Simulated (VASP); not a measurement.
# KI (Fm-3m) in VASP: notebook

One crystal, KI, is run at these levels: PBE+D3(BJ); tasks: relaxation of cell and atoms, relaxation of the atoms.

Everything below comes from runs of VASP 6.6.1. Logs are shortened: lines on timing, memory, paths and dates and some standing lists are left out, and cuts for length are marked.

## Step 1: The crystal as given

It takes space group Fm-3m (No. 225, cubic). Conventional cell: a = 7.066 Å, b = 7.066 Å, c = 7.066 Å, α = 90.00°, β = 90.00°, γ = 90.00°. K (site symmetry m-3m) is surrounded by 6 I at 3.53 Å. Around I (site symmetry m-3m) lie 6 K at 3.53 Å.

## Step 2: Relaxation of cell and atoms, PBE+D3(BJ)

Input file INCAR:

```
  PREC = Accurate
  ENCUT = 600
  EDIFF = 1E-6
  ISMEAR = 0
  SIGMA = 0.03
  LREAL = F
  LASPH = T
  NELM = 80
  ALGO = Normal
  ISIF = 3
  LWAVE = F
  LCHARG = F
  GGA = PE
  IVDW = 12
  IBRION = 2
  NSW = 90
  EDIFFG = -0.01
```

Input file KPOINTS:

```
regular mesh
0
Gamma
  8 8 8
```

Input file POSCAR:

```
KI
1.0
    0.0000000000      3.5327750000      3.5327750000
    3.5327750000      0.0000000000      3.5327750000
    3.5327750000      3.5327750000      0.0000000000
K I
1 1
Direct
    0.0000000000      0.0000000000      0.0000000000
    0.5000000000      0.5000000000      0.5000000000
```

Potentials or basis: VASP PAW PBE potentials, release 64 (K_sv, I).

Run with:

```console
cat potpaw_PBE.64/K_sv/POTCAR potpaw_PBE.64/I/POTCAR > POTCAR
mpirun -np 1 vasp_std > vasp.out
```

OUTCAR:

```text
PREC = Accurate
   ENCUT = 600
   EDIFF = 1E-6
   ISMEAR = 0
   LREAL = F
   LASPH = T
   NELM = 80
   ISIF = 3
   GGA = PE
   IVDW = 12
   IBRION = 2
   NSW = 90
   EDIFFG = -0.01
 IVDW          = 12

 ion  position               nearest neighbor table
   1  0.000  0.000  0.000-   2 3.53   2 3.53   2 3.53   2 3.53   2 3.53   2 3.53
   2  0.500  0.500  0.500-   1 3.53   1 3.53   1 3.53   1 3.53   1 3.53   1 3.53

  LATTYP: Found a face centered cubic cell.
 ALAT       =     7.0655500000

  Lattice vectors:

 A1 = (   0.0000000000,   3.5327750000,   3.5327750000)
 A2 = (   3.5327750000,   0.0000000000,   3.5327750000)
 A3 = (   3.5327750000,   3.5327750000,   0.0000000000)

Analysis of symmetry for initial positions (statically):
=====================================================================
 Subroutine PRICEL returns:
 Original cell was already a primitive cell.

 Routine SETGRP: Setting up the symmetry group for a
 face centered cubic supercell.

 Subroutine GETGRP returns: Found 48 space group operations
 (whereof 48 operations were pure point group operations)
 out of a pool of 48 trial point group operations.

The static configuration has the point symmetry O_h .

Analysis of symmetry for dynamics (positions and initial velocities):
=====================================================================
 Subroutine PRICEL returns:
 Original cell was already a primitive cell.

 Routine SETGRP: Setting up the symmetry group for a
 face centered cubic supercell.

 Subroutine GETGRP returns: Found 48 space group operations
 (whereof 48 operations were pure point group operations)
 out of a pool of 48 trial point group operations.

The dynamic configuration has the point symmetry O_h .

 Subroutine INISYM returns: Found 48 space group operations
 (whereof 48 operations are pure point group operations),
 and found     1 'primitive' translations

----------------------------------------------------------------------------------------

                                     Primitive cell

  volume of cell :      88.1816

  direct lattice vectors                    reciprocal lattice vectors
     0.000000000  3.532775000  3.532775000    -0.141531799  0.141531799  0.141531799
     3.532775000  0.000000000  3.532775000     0.141531799 -0.141531799  0.141531799
     3.532775000  3.532775000  0.000000000     0.141531799  0.141531799 -0.141531799

  length of vectors
     4.996098318  4.996098318  4.996098318     0.245140266  0.245140266  0.245140266

  position of ions in fractional coordinates (direct lattice)
     0.000000000  0.000000000  0.000000000
     0.500000000  0.500000000  0.500000000

  ion indices of the primitive-cell ions
   primitive index   ion index
                 1           1
                 2           2

----------------------------------------------------------------------------------------

 KPOINTS: regular mesh

Automatic generation of k-mesh.
 Grid dimensions read from file:
 generate k-points for:    8    8    8

 Generating k-lattice:

  Cartesian coordinates                     Fractional coordinates (reciprocal lattice)
    -0.017691475  0.017691475  0.017691475     0.125000000  0.000000000  0.000000000
     0.017691475 -0.017691475  0.017691475     0.000000000  0.125000000  0.000000000
     0.017691475  0.017691475 -0.017691475     0.000000000  0.000000000  0.125000000

  Length of vectors
     0.030642533  0.030642533  0.030642533

  Shift w.r.t. Gamma in fractional coordinates (k-lattice)
     0.000000000  0.000000000  0.000000000

 Subroutine IBZKPT returns following result:
 ===========================================

 Found     29 irreducible k-points:

 Following reciprocal coordinates:
            Coordinates               Weight
  0.000000  0.000000  0.000000      1.000000
  0.125000  0.000000  0.000000      8.000000
  0.250000  0.000000  0.000000      8.000000
  0.375000  0.000000  0.000000      8.000000
  0.500000  0.000000  0.000000      4.000000
  0.125000  0.125000  0.000000      6.000000
[... 16 lines left out ...]
  0.500000  0.250000  0.125000     48.000000
 -0.375000  0.250000  0.125000     24.000000
 [... further k-points ...]
   k-points           NKPTS =     29   k-points in BZ     NKDIM =     29   number of bands    NBANDS=     12
   number of dos      NEDOS =    301   number of ions     NIONS =      2
   total plane-waves  NPLWV =  64000
   dimension x,y,z NGX =    40 NGY =   40 NGZ =   40
   dimension x,y,z NGXF=    80 NGYF=   80 NGZF=   80
   ions per type =               1   1
   NGX,Y,Z   is equivalent  to a cutoff of  13.31, 13.31, 13.31 a.u.
   NGXF,Y,Z  is equivalent  to a cutoff of  26.62, 26.62, 26.62 a.u.
 SYSTEM =  unknown system
   PREC   = accura    normal or accurate (medium, high low for compatibility)
   ISTART =      0    job   : 0-new  1-cont  2-samecut
   ICHARG =      2    charge: 1-file 2-atom 10-const
   ISPIN  =      1    spin polarized calculation?
   LNONCOLLINEAR =      F non collinear calculations
   LSORBIT =      F    spin-orbit coupling
   LASPH  =      T    aspherical Exc in radial PAW
   ENCUT  =  600.0 eV  44.10 Ry    6.64 a.u.   9.98  9.98  9.98*2*pi/ulx,y,z
   NELM   =     80;   NELMIN=  2; NELMDL= -5     # of ELM steps
   EDIFF  = 0.1E-05   stopping-criterion for ELM
   LREAL  =      F    real-space projection
   EDIFFG = -.1E-01   stopping-criterion for IOM
   NSW    =     90    number of steps for IOM
   IBRION =      2    ionic relax: 0-MD 1-quasi-New 2-CG
   NFREE  =      1    steps in history (QN), initial steepest desc. (CG)
   ISIF   =      3    stress and relaxation
   ISYM   =      2    0-nonsym 1-usesym 2-fastsym
   POTIM  = 0.5000    time-step for ionic-motion
   TEBEG  =    0.0;   TEEND  =   0.0 temperature during run
   PSTRESS=    0.0 pullay stress
   NELECT =      16.0000    total number of electrons
   NUPDOWN=      -1.0000    fix difference up-down
   EMIN   =  10.00;   EMAX   =-10.00  energy-range for DOS
   EFERMI =   0.00;   METHOD = LEGACY
   ISMEAR =     0;   SIGMA  =   0.03  broadening in eV -4-tet -1-fermi 0-gaus
   EFERMI_NEDOS =   21; number of points for ismear=-14 and -15
   IALGO  =     38    algorithm
   IMIX   =      4    mixing-type and parameters
     AMIX     =   0.40;   BMIX     =  1.00
     AMIX_MAG =   1.60;   BMIX_MAG =  1.00
  volume/ion in A,a.u.               =      44.09       297.54
  Fermi-wavevector in a.u.,A,eV,Ry     =   0.926806  1.751409 11.686988  0.858969
  Thomas-Fermi vector in A             =   2.052808
   LORBIT       =      0    0 simple, 1 ext, 2 COOP (PROOUT), +10 PAW based schemes
   GGA     = PE    functional components
   LHFCALC =     F    Hartree Fock is set to
   AEXX    =    0.0000 exact exchange contribution
   IVDW    =    12    specifies the selected vdW correction
   LEPSILON=     F    determine dielectric tensor
   LRPA    =     F    only Hartree local field effects (RPA)
 conjugate gradient relaxation of ions
 non-spin polarized calculation
 Gauss-broadening in eV      SIGMA  =   0.03
  energy-cutoff  :      600.00
  volume of cell :       88.18
 maximum number of plane-waves:      2964
   NGX = 19   NGY = 19   NGZ = 19

--------------------------------------- Ionic step        1  -------------------------------------------

 number of electron      15.9999999 magnetization

 Free energy of the ion-electron system (eV)
  ---------------------------------------------------
  ext. energy  EPLUGINS =         0.00000000
  ---------------------------------------------------
  free energy    TOTEN  =        -5.55656136 eV

  energy without entropy =       -5.55656136  energy(sigma->0) =       -5.55656136

------------------------ aborting loop because EDIFF is reached ----------------------------------------

 Edisp (eV)   -0.45376

 E8    (eV) :    -0.2193

  FORCE on cell =-STRESS in cart. coord.  units (eV):
  Direction    XX          YY          ZZ          XY          YZ          ZX
  --------------------------------------------------------------------------------------
  -------------------------------------------------------------------------------------
  Total      -0.15453    -0.15453    -0.15453     0.00000     0.00000     0.00000
  in kB      -2.80775    -2.80775    -2.80775     0.00000     0.00000     0.00000
  external pressure =       -2.81 kB  Pullay stress =        0.00 kB

 VOLUME and BASIS-vectors are now :
 -----------------------------------------------------------------------------
  energy-cutoff  :      600.00
  volume of cell :       88.18
      direct lattice vectors                 reciprocal lattice vectors
     0.000000000  3.532775000  3.532775000    -0.141531799  0.141531799  0.141531799
     3.532775000  0.000000000  3.532775000     0.141531799 -0.141531799  0.141531799
     3.532775000  3.532775000  0.000000000     0.141531799  0.141531799 -0.141531799
[... 41 lines left out ...]
 POSITION                                       TOTAL-FORCE (eV/Angst)
 -----------------------------------------------------------------------------------
      0.00000      3.51961      3.51961         0.000000     -0.000000      0.000000
      3.51961      3.51961      3.51961        -0.000000      0.000000     -0.000000
 -----------------------------------------------------------------------------------
    total drift:                               -0.000000     -0.000000     -0.000000

  FREE ENERGIE OF THE ION-ELECTRON SYSTEM (eV)
  ---------------------------------------------------
  free  energy   TOTEN  =        -6.0116345404 eV

  energy  without entropy=       -6.0116345404  energy(sigma->0) =       -6.01163454

--------------------------------------- Ionic step        3  -------------------------------------------

 number of electron      15.9999999 magnetization

 Free energy of the ion-electron system (eV)
  ---------------------------------------------------
  ext. energy  EPLUGINS =         0.00000000
  ---------------------------------------------------
  free energy    TOTEN  =        -5.54724272 eV

  energy without entropy =       -5.54724272  energy(sigma->0) =       -5.54724272

 E-fermi :  -0.1485     XC(G=0):  -7.2645

 val. band max:       -0.2989789930   @ k =   0.0000   0.0000   0.0000
 cond. band min:       3.7165024873   @ k =   0.0000   0.0000   0.0000
 fundamental gap:      4.0154814803
 Fermi energy:        -0.1485024622

 k-point     1 :       0.0000    0.0000    0.0000
  band No.  band energies     occupation
      1     -28.7623      2.00000
      2     -12.2533      2.00000
      3     -12.2533      2.00000
      4     -12.2533      2.00000
      5     -10.8349      2.00000
      6      -0.2990      2.00000
      7      -0.2990      2.00000
      8      -0.2990      2.00000
      9       3.7165      0.00000
     10       6.1878      0.00000
     11       6.1878      0.00000
     12       6.1878      0.00000

 k-point     2 :       0.1250    0.0000    0.0000
  band No.  band energies     occupation
      1     -28.7619      2.00000
      2     -12.2814      2.00000
      3     -12.2537      2.00000
      4     -12.2537      2.00000
      5     -10.7870      2.00000
      6      -0.5665      2.00000
      7      -0.3557      2.00000
      8      -0.3557      2.00000
      9       4.1069      0.00000
     10       6.1188      0.00000
     11       6.3599      0.00000
     12       6.3599      0.00000
[... 316 lines left out ...]
 k-point    24 :      -0.3750    0.2500    0.1250
  band No.  band energies     occupation
      1     -28.7596      2.00000
      2     -12.3756      2.00000
      3     -12.2721      2.00000
      4     -12.2627      2.00000
      5     -10.5702      2.00000
      6      -1.4476      2.00000
      7      -0.8662      2.00000
      8      -0.7051      2.00000
      9       5.7640      0.00000
     10       6.5630      0.00000
     11       7.1688      0.00000
     12       8.0155      0.00000

 [... further k-points ...]

------------------------ aborting loop because EDIFF is reached ----------------------------------------

 Edisp (eV)   -0.46485

 E8    (eV) :    -0.2246

  FORCE on cell =-STRESS in cart. coord.  units (eV):
  Direction    XX          YY          ZZ          XY          YZ          ZX
  --------------------------------------------------------------------------------------
  -------------------------------------------------------------------------------------
  Total      -0.00459    -0.00459    -0.00459     0.00000     0.00000    -0.00000
  in kB      -0.08518    -0.08518    -0.08518     0.00000     0.00000    -0.00000
  external pressure =       -0.09 kB  Pullay stress =        0.00 kB

 VOLUME and BASIS-vectors are now :
 -----------------------------------------------------------------------------
  energy-cutoff  :      600.00
  volume of cell :       86.25
      direct lattice vectors                 reciprocal lattice vectors
     0.000000000  3.506821322  3.506821322    -0.142579263  0.142579263  0.142579263
     3.506821322 -0.000000000  3.506821322     0.142579263 -0.142579263  0.142579263
     3.506821322  3.506821322 -0.000000000     0.142579263  0.142579263 -0.142579263

 POSITION                                       TOTAL-FORCE (eV/Angst)
 -----------------------------------------------------------------------------------
      0.00000      0.00000      0.00000         0.000000      0.000000     -0.000000
      3.50682      3.50682      3.50682        -0.000000      0.000000      0.000000
 -----------------------------------------------------------------------------------
    total drift:                                0.000000     -0.000000     -0.000000

  FREE ENERGIE OF THE ION-ELECTRON SYSTEM (eV)
  ---------------------------------------------------
  free  energy   TOTEN  =        -6.0120962569 eV

  energy  without entropy=       -6.0120962569  energy(sigma->0) =       -6.01209626

 reached required accuracy - stopping structural energy minimisation
```

Wall time 80 s (1 thread of Intel Xeon Platinum 8259CL at 2.50GHz (Skylake/Cascade Lake), shared host); peak memory 0.27 GiB.

Results:

```
Free energy                            : -6.0121 eV
Relaxed volume                         : 43.13 Å³/atom
Relaxed cell                           : a = 4.959 Å, b = 4.959 Å, c = 4.959 Å, α = 60.00°, β = 60.00°, γ = 60.00°
Space group after relaxing (to 0.05 Å) : Fm-3m (No. 225)
Energy gained by relaxing              : 0.9 meV/atom
Ionic steps                            : 3
Pressure after relaxing                : 0.0 GPa
Band gap on the k mesh                 : 4.02 eV, direct
Dispersion energy per atom             : -0.232 eV
```

Step by step:
```tsv
step	energy change (eV)	largest force (eV/Å)	pressure (GPa)	volume (Å³)
1	0.0000	0.0000	-0.28	88.18
2	-0.0013	0.0000	-0.15	87.20
3	-0.0018	0.0000	-0.01	86.25
```

Final structure:
```
K I
1.0
     0.00000    3.50682    3.50682
     3.50682    0.00000    3.50682
     3.50682    3.50682    0.00000
K I
1 1
Cartesian
  0.0000 0.0000 0.0000
  3.5068 3.5068 3.5068
```

Caveat: spin-orbit coupling is left out, which moves the levels of the heavy elements. A k mesh can miss the band edges.

(Part 1 of 2 ends here.)
